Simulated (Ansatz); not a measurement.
# Lu (P6_3/mmc) in Ansatz: further runs

Runs on Lu. Level: LDA. Tasks: single point, equation of state.

Everything below comes from runs of Ansatz 0.2.0. Logs are shortened: lines on timing, memory, paths and dates and some standing lists are left out, and cuts for length are marked.

## Step 1: Starting point

The structure is hexagonal, space group P6_3/mmc (No. 194). Conventional cell: a = 3.503 Å, b = 3.503 Å, c = 5.551 Å, α = 90.00°, β = 90.00°, γ = 120.00°. Lu (site symmetry -6m2) is surrounded by 12 Lu at 3.43 to 3.50 Å.

## Step 2: Single point, LDA, 27.73 Å³/atom (volume scaled by 0.94)

input.yaml

```yaml
crystal:
  lattice:
    - [3.4315880974, 0.0, 0.0]
    - [-1.7157940487, 2.9718424677, 0.0]
    - [0.0, 0.0, 5.4375845309]
  atoms:
    - { symbol: Lu, position: [0.6666666667, 0.3333333333, 0.75] }
    - { symbol: Lu, position: [0.3333333333, 0.6666666667, 0.25] }
hamiltonian:
  xc: lda
  pseudopotentials: { kind: paw }
kpoints:
  mp_grid: { grid: [9, 9, 5] }
scf:
  occupations: { method: fermi_dirac, width: 0.05 }
output:
  forces: true
  stress: true
  eigenvalues: true
```

Potentials or basis: Ansatz PAW.

Started as:

```sh
ansatz run input.yaml --threads 2 --pin off --max-ram 5632MiB --backend cpu --events-out ev --progress --plain --runs-dir out
```

Log:

```text
Warning: RAYON_NUM_THREADS=2 ignored (pool sized by the plan → 2); use --threads N
band count auto-derived: 31 (N_el = 50.0; filled up to band 25; 30 by the electrons, moments and atoms)
Engine: ansatz 0.2.0, x86_64-unknown-linux-gnu
Pseudopotentials: kind: paw
Pseudopotential: Lu, paw, valence charge 25, recommended cutoff 420 eV (normal), Lu.paw.azcp
Functional definition: SPW92
  exchange = slater_x
  correlation = pw_c
Crystal: 2 atoms, lattice volume = 55.453 Å³
Basis set: ecut = 420 eV, 1087 PW (Γ)
Bands: 31, of which v1, the nominal top of the filled ones, is band 25 counted from 1 (24 counted from 0)
Symmetry: 24 space group operations
Space group: P63/mmc (ITA 194), of the structure as read, at distance tolerance 3.8e-5 Å
k-points: 36 of 405
Non-local potential: Lu, projectors of the file, l = 0: 3, l = 1: 2, l = 2: 2, l = 3: 3
PAW form: soft (Blöchl's): semilocal exchange-correlation on the pseudo side does not see the compensation charge
PAW frozen core: Lu, regenerated for the run's functional, and the local potential with it (the file was generated under x = pbe(κ = 0.804, μ = 0.2195149727645171), c = pbe(β = 0.06672455060314922))
PAW one-centre angular grid: Lu, 590 points (default); XC on 64 Gauss nodes
Initial density: superposition of atomic densities (neutral atoms: chi_scale 0, normalization atom), corrected by the library's trained network
Initial wavefunctions: pseudopotential atomic-orbital guess
Functional: x = slater, c = lda
SCF iter   1: F=—  HF=-28985.963877 eV  |F-HF|=—  |Δ(HF+E_count)|=         —  Δρ=3.57e-3  dr2=2.73e-3  ethr=1.77e-3  ⟨swp⟩=5.2  Hψ=4873  notcnv=0
preconditioner: auto → Kerker (q_TF=auto, 2.682 Å⁻¹)  [metal: Δε(μ)=0.040 eV  Ē_g=12.696 eV  σ=0.050 eV  W_gap=0.19  n_scr=22 (ndim 8)  ℏωp=33.8 eV  f_vac=0.000  D(μ)=3.50/eV (n_scr^D=34)]
SCF iter   2: F=—  HF=-28985.959903 eV  |F-HF|=—  |Δ(HF+E_count)|=   3.97e-3  Δρ=2.65e-3  dr2=2.12e-3  ethr=5.46e-6  ⟨swp⟩=3.4  Hψ=3431  notcnv=0  defer=16
SCF iter   3: F=—  HF=-28985.958806 eV  |F-HF|=—  |Δ(HF+E_count)|=   1.10e-3  Δρ=1.77e-3  dr2=8.42e-4  ethr=4.24e-6  ⟨swp⟩=3.0  Hψ=2587  notcnv=0  defer=16
SCF iter   4: F=—  HF=-28985.958908 eV  |F-HF|=—  |Δ(HF+E_count)|=   1.02e-4  Δρ=4.11e-4  dr2=8.99e-5  ethr=1.68e-6  ⟨swp⟩=2.3  Hψ=1985  notcnv=0  defer=16
SCF iter   5: F=—  HF=-28985.958883 eV  |F-HF|=—  |Δ(HF+E_count)|=   2.58e-5  Δρ=1.07e-4  dr2=4.24e-6  ethr=1.80e-7  ⟨swp⟩=3.0  Hψ=2724  notcnv=0  defer=16
SCF iter   6: F=—  HF=-28985.958882 eV  |F-HF|=—  |Δ(HF+E_count)|=   8.83e-7  Δρ=2.97e-5  dr2=4.13e-7  ethr=8.48e-9  ⟨swp⟩=3.2  Hψ=2518  notcnv=0  defer=16
SCF iter   7: F=—  HF=-28985.958881 eV  |F-HF|=—  |Δ(HF+E_count)|=   1.10e-6  Δρ=1.36e-5  dr2=7.90e-8  ethr=2.00e-10  ⟨swp⟩=10.9  Hψ=7673  notcnv=0
SCF iter   8: F=—  HF=-28985.958880 eV  |F-HF|=—  |Δ(HF+E_count)|=   3.26e-7  Δρ=4.42e-6  dr2=5.47e-9  ethr=1.58e-10  ⟨swp⟩=7.0  Hψ=5934  notcnv=0
SCF iter   9: F=-28985.958880 eV  HF=-28985.958880 eV  |F-HF|=6.73e-9  |Δ(HF+E_count)|=   4.11e-8  Δρ=8.63e-7  dr2=1.90e-10  ethr=1.09e-11  ⟨swp⟩=7.0  Hψ=5612  notcnv=0
SCF 1 converged in 9 iterations: F = -28985.958880 eV  dr2 = 1.90e-10
SCF converged after 9 iterations
Free energy (F): -28985.958880 eV
Harris-Foulkes:  -28985.958880 eV  (|F-HF|=6.73e-9)
Internal energy: -28985.930125 eV  (E = F + TS)
E sigma→0 (E₀):  -28985.944503 eV
Entropy (-TS):   -0.028755 eV (-14.377 meV/atom)
Fermi energy:    14.181439 eV
--- Per-component energies (eV) ---
  E_band       = 17.599432
  E_kinetic    = 838.594185
  E_local      = -13256.775822  (includes V_loc(G=0)·N_el)
  E_nonlocal   = 1176.979646
  E_hartree    = 5543.121864
  E_xc         = -431.869825
  E_vxc        = -514.600510  (∫ρ·V_xc dr)
  E_paw        = -14273.856684  (= ΣΔE_a)
  E_vpaw       = 687.159707  (= ΣTr[D̂ρ^β])
  E_aug_tail   = 0.000062  (compensation charges beyond the density's cutoff)
  E_ewald      = -8586.760821
  E_core_change = 4.637270  (= ΣΔE_core)
  E_smearing   = -0.028755  (= −TS)
  E_closure    = -0.000000  (closes the sum)
  Σ components = -28985.958880   (vs F -28985.958880, Δ=0.00e0)
--- Forces (eV/Å), atoms counted from 1 ---
  atom   1  Lu    -0.00000000     0.00000000     0.00000000
  atom   2  Lu     0.00000000    -0.00000000     0.00000000
  max |Σ_I F_I| component: 9.25e-18 eV/Å
--- Stress (GPa, compression-positive) ---
       -2.681105       0.000000       0.000000
        0.000000      -2.681105       0.000000
        0.000000       0.000000      -4.137643
  P = ⅓ Tr σ = -3.1666 GPa (-31.666 kbar)
--- Band table (eV; the first three rows and the last of 36) ---
  k-point 0: bands = ["-41.8768", "-41.8342", "-12.8983", "-12.3882", "-12.3882", "-12.2951", "-12.2951", "-12.2679", "8.0323", "9.2465", "9.2528", "9.2625", "9.2920", "9.2920", "9.3006", "9.3006", "9.3110", "9.3110", "9.3195", "9.3493", "9.3493", "9.3704", "9.3747", "11.6228", "15.0017", "16.3455", "16.3455", "16.6347", "17.0807", "17.0807", "17.7115"]
  k-point 1: bands = ["-41.8728", "-41.8383", "-12.8414", "-12.3794", "-12.3794", "-12.3317", "-12.3040", "-12.3040", "8.3380", "9.2381", "9.2561", "9.2681", "9.2783", "9.2783", "9.2982", "9.2982", "9.3163", "9.3218", "9.3218", "9.3569", "9.3569", "9.3708", "9.3743", "11.2903", "14.8747", "16.2150", "16.2150", "16.3371", "16.8389", "16.8389", "18.1821"]
  k-point 2: bands = ["-41.8621", "-41.8489", "-12.6893", "-12.4948", "-12.3562", "-12.3562", "-12.3274", "-12.3274", "9.1765", "9.2432", "9.2436", "9.2730", "9.2730", "9.2807", "9.2807", "9.2884", "9.3058", "9.3458", "9.3458", "9.3592", "9.3592", "9.3719", "9.3732", "10.3270", "15.0368", "15.6549", "16.1761", "16.1761", "16.4195", "16.4195", "19.1291"]
  k-point 35: bands = ["-41.8311", "-41.8311", "-12.7599", "-12.7599", "-12.6571", "-12.5953", "-12.3877", "-12.3877", "9.2783", "9.2783", "9.2821", "9.2942", "9.2942", "9.3015", "9.3023", "9.3055", "9.3055", "9.3223", "9.3235", "9.3235", "9.3481", "9.3481", "13.4856", "13.4856", "13.6876", "13.7269", "14.7200", "14.7200", "17.1991", "18.0251", "19.6875"]
```

Run time: 4.8 s. Hardware: 2 threads of Intel Xeon at 2.50GHz (Skylake/Cascade Lake), shared host; peak memory 0.37 GiB.

What came out:

```yaml
Free_energy: -28985.9589 eV
Pressure: -3.2 GPa
Band_gap_on_the_k_mesh: none (metal or under the smearing width)
```

Caveat: the PAW data sets come from PBE, with cores solved anew for the run's functional, which leaves a small shift of forces and pressure.

## Step 3: Single point, LDA, 28.32 Å³/atom (volume scaled by 0.96)

input.yaml: that of step 2 with these lines changed.

```diff
@@ -2,5 +2,5 @@
   lattice:
-    - [3.4315880974, 0.0, 0.0]
-    - [-1.7157940487, 2.9718424677, 0.0]
-    - [0.0, 0.0, 5.4375845309]
+    - [3.455755007, 0.0, 0.0]
+    - [-1.7278775035, 2.9927716254, 0.0]
+    - [0.0, 0.0, 5.4758786414]
   atoms:
@@ -19 +19,5 @@
   eigenvalues: true
+  write_density: true
+  write_potential: true
+  elf: true
+  volumetric_format: npy
```

Potentials or basis: Ansatz PAW.

Started as:

```sh
ansatz run input.yaml --threads 2 --pin off --max-ram 5632MiB --backend cpu --events-out ev --progress --plain --runs-dir out
```

Run time: 6 s. Hardware: 2 threads of Intel Xeon at 2.50GHz (Skylake/Cascade Lake), shared host; peak memory 0.38 GiB.

Results (log left out):

```yaml
Free_energy: -28985.9323 eV
Pressure: -4.0 GPa
Band_gap_on_the_k_mesh: none (metal or under the smearing width)
```

Caveat: the PAW data sets come from PBE, with cores solved anew for the run's functional, which leaves a small shift of forces and pressure.

## Step 4: Single point, LDA, 28.91 Å³/atom (volume scaled by 0.98)

input.yaml: that of step 3 with these lines changed.

```diff
@@ -2,5 +2,5 @@
   lattice:
-    - [3.455755007, 0.0, 0.0]
-    - [-1.7278775035, 2.9927716254, 0.0]
-    - [0.0, 0.0, 5.4758786414]
+    - [3.4795885533, 0.0, 0.0]
+    - [-1.7397942767, 3.0134120819, 0.0]
+    - [0.0, 0.0, 5.5136445151]
   atoms:
```

Started as:

```sh
ansatz run input.yaml --threads 2 --pin off --max-ram 5632MiB --backend cpu --events-out ev --progress --plain --runs-dir out
```

Wall time 6.4 s (2 threads of Intel Xeon at 2.50GHz (Skylake/Cascade Lake), shared host); peak memory 0.38 GiB.

Results (log left out):

```
Free energy            : -28985.8995 eV
Pressure               : -4.8 GPa
Band gap on the k mesh : none (metal or under the smearing width)
```

Caveat: the PAW data sets come from PBE, with cores solved anew for the run's functional, which leaves a small shift of forces and pressure.

## Step 5: Single point, LDA, 29.50 Å³/atom

input.yaml: that of step 4 with these lines changed.

```diff
@@ -2,5 +2,5 @@
   lattice:
-    - [3.4795885533, 0.0, 0.0]
-    - [-1.7397942767, 3.0134120819, 0.0]
-    - [0.0, 0.0, 5.5136445151]
+    - [3.5031, 0.0, 0.0]
+    - [-1.75155, 3.033773592, 0.0]
+    - [0.0, 0.0, 5.5509]
   atoms:
```

Started as:

```sh
ansatz run input.yaml --threads 2 --pin off --max-ram 5632MiB --backend cpu --events-out ev --progress --plain --runs-dir out
```

Run time: 7.2 s. Hardware: 2 threads of Intel Xeon at 2.50GHz (Skylake/Cascade Lake), shared host; peak memory 0.38 GiB.

The run converged. Its results:

```
Free energy            : -28985.8612 eV
Pressure               : -5.6 GPa
Band gap on the k mesh : none (metal or under the smearing width)
```

Caveat: the PAW data sets come from PBE, with cores solved anew for the run's functional, which leaves a small shift of forces and pressure.

## Step 6: Single point, LDA, 30.09 Å³/atom (volume scaled by 1.02)

input.yaml: that of step 5 with these lines changed.

```diff
@@ -2,5 +2,5 @@
   lattice:
-    - [3.5031, 0.0, 0.0]
-    - [-1.75155, 3.033773592, 0.0]
-    - [0.0, 0.0, 5.5509]
+    - [3.5263000139, 0.0, 0.0]
+    - [-1.7631500069, 3.0538653934, 0.0]
+    - [0.0, 0.0, 5.5876619985]
   atoms:
@@ -19,5 +19 @@
   eigenvalues: true
-  write_density: true
-  write_potential: true
-  elf: true
-  volumetric_format: npy
```

Potentials or basis: Ansatz PAW.

Started as:

```sh
ansatz run input.yaml --threads 2 --pin off --max-ram 5632MiB --backend cpu --events-out ev --progress --plain --runs-dir out
```

It took 6 s on 2 threads of Intel Xeon at 2.50GHz (Skylake/Cascade Lake), shared host; peak memory 0.37 GiB.

The run converged. Its results:

* Free energy: -28985.8177 eV
* Pressure: -6.2 GPa
* Band gap on the k mesh: none (metal or under the smearing width)

Caveat: the PAW data sets come from PBE, with cores solved anew for the run's functional, which leaves a small shift of forces and pressure.

## Step 7: Single point, LDA, 30.68 Å³/atom (volume scaled by 1.04)

input.yaml: that of step 6 with these lines changed.

```diff
@@ -2,5 +2,5 @@
   lattice:
-    - [3.5263000139, 0.0, 0.0]
-    - [-1.7631500069, 3.0538653934, 0.0]
-    - [0.0, 0.0, 5.5876619985]
+    - [3.5491987075, 0.0, 0.0]
+    - [-1.7745993538, 3.0736962438, 0.0]
+    - [0.0, 0.0, 5.6239465347]
   atoms:
```

Started as:

```sh
ansatz run input.yaml --threads 2 --pin off --max-ram 5632MiB --backend cpu --events-out ev --progress --plain --runs-dir out
```

Run time: 4.9 s. Hardware: 2 threads of Intel Xeon at 2.50GHz (Skylake/Cascade Lake), shared host; peak memory 0.37 GiB.

The run converged. Its results:

```yaml
Free_energy: -28985.7697 eV
Pressure: -6.8 GPa
Band_gap_on_the_k_mesh: none (metal or under the smearing width)
```

Caveat: the PAW data sets come from PBE, with cores solved anew for the run's functional, which leaves a small shift of forces and pressure.

## Step 8: Single point, LDA, 31.27 Å³/atom (volume scaled by 1.06)

input.yaml: that of step 7 with these lines changed.

```diff
@@ -2,5 +2,5 @@
   lattice:
-    - [3.5491987075, 0.0, 0.0]
-    - [-1.7745993538, 3.0736962438, 0.0]
-    - [0.0, 0.0, 5.6239465347]
+    - [3.5718056782, 0.0, 0.0]
+    - [-1.7859028391, 3.0932744547, 0.0]
+    - [0.0, 0.0, 5.659768816]
   atoms:
```

Started as:

```sh
ansatz run input.yaml --threads 2 --pin off --max-ram 5632MiB --backend cpu --events-out ev --progress --plain --runs-dir out
```

It took 5.2 s on 2 threads of Intel Xeon at 2.50GHz (Skylake/Cascade Lake), shared host; peak memory 0.38 GiB.

Results (log left out):

```
Free energy            : -28985.7176 eV
Pressure               : -7.3 GPa
Band gap on the k mesh : none (metal or under the smearing width)
```

Caveat: the PAW data sets come from PBE, with cores solved anew for the run's functional, which leaves a small shift of forces and pressure.

## Step 9: Equation of state, LDA

Potentials or basis: Ansatz PAW.

This step only gathers the single runs of the series.

Results:

```
Equilibrium volume                        : 25.98 Å³/atom (rough: see the caveat)
Bulk modulus at fixed shape and positions : 54 GPa (rough)
```

Energy against volume, from the lowest point:
| volume (Å³/atom) | energy (meV/atom) |
| --- | --- |
| 27.727 | 0.00 |
| 28.317 | 13.31 |
| 28.906 | 29.69 |
| 29.496 | 48.86 |
| 30.086 | 70.57 |
| 30.676 | 94.57 |
| 31.266 | 120.65 |

Caveat: the minimum lies outside the volumes run; the cell was scaled at fixed shape and fractional positions, which overstates the stiffness of a crystal with free parameters, most of all of layers and chains.
